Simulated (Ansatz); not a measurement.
KF (Carobbiite) in Ansatz: the effect of functional

KF (Carobbiite):

```xyz
2
Lattice="0.0000 2.7070 2.7070 2.7070 0.0000 2.7070 2.7070 2.7070 0.0000" Properties=species:S:1:pos:R:3 pbc="T T T"
K     0.0000    0.0000    0.0000
F     2.7070    2.7070    2.7070
```

The cell isn't the ideal one: volume scaled by 1.04.

Alike in all runs:

| Quantity | Value |
| --- | --- |
| Program | Ansatz 0.2.0 |
| Task | single point |
| Potentials or basis | Ansatz PAW |
| k mesh | 9 × 9 × 9 |
| Occupations | fermi-dirac, width 0.05 eV |
| Spin | no spin polarisation |

```csv
functional,cutoff,gap on the mesh (eV),pressure (GPa)
LDA,420 eV (not typed: the program's choice for these potentials),5.61,-4.4
PBEsol,420 eV (not typed: the program's choice for these potentials),?,?
r2SCAN,500 eV (not typed: the program's choice for these potentials),6.63,-1.7
```

**Question.** What does the run with functional PBEsol give?

**Answer.** gap on the mesh 5.86 eV; pressure -1.7 GPa.

Caveats: odd divisions of the mesh miss points on the zone boundary, where band edges often lie, so the gap on the mesh can be too wide; the PAW data sets come from PBE, with cores solved anew for the run's functional, which leaves a small shift of forces and pressure.

A k mesh can miss the band edges.
